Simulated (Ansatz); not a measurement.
TaN: two-dimensional strain map

Method: DFT PBEsol, scalar-relativistic, plane waves, PAW (Ansatz). The runs took a 420 eV cutoff, a Γ-centred 18×18×10 mesh and Gaussian smearing (0.15 eV). Spin–orbit coupling is left out, which can shift energies with elements as heavy as these. No spin polarisation. Energies are free energies at this smearing, counted from the undisturbed cell; pressure is positive in compression.

The starting cell (as given, not relaxed at this level; it stands at 126.0 GPa; this wurtzite form isn't the usual structure):

```xyz
4
Lattice="3.0500 0.0000 0.0000 -1.5250 2.6414 0.0000 0.0000 0.0000 4.9400" Properties=species:S:1:pos:R:3 pbc="T T T"
Ta    0.0000    1.7609    0.0000
Ta    1.5250    0.8805    2.4700
N     0.0000    1.7609    1.9019
N     1.5250    0.8805    4.3719
```

The cell is strained by p along both x and y and by q along z, fractional coordinates fixed. Points are written (p, q).

Energy above the undisturbed cell in meV/atom (a dash: not computed):

```csv
p \ q,-0.030,-0.015,0.000,0.015,0.030
-0.030,873.8,727.9,597.2,480.1,375.3
-0.015,526.8,–,273.8,–,73.8
0.000,230.9,108.2,0.0,-95.3,-179.2
0.015,-19.1,–,-229.1,–,-388.7
0.030,-227.9,–,-418.1,–,-559.2
```

Pressure in GPa:

```csv
p \ q,-0.030,-0.015,0.000,0.015,0.030
-0.030,200.9,188.1,176.2,165.2,154.9
-0.015,172.4,–,149.6,–,130.1
0.000,147.1,136.1,126.0,116.7,108.2
0.015,124.7,–,105.2,–,88.8
0.030,104.8,–,86.8,–,71.7
```

Cost: 19 runs of about 12 core-minutes in all, on AMD EPYC (Zen 3) (shared hosts).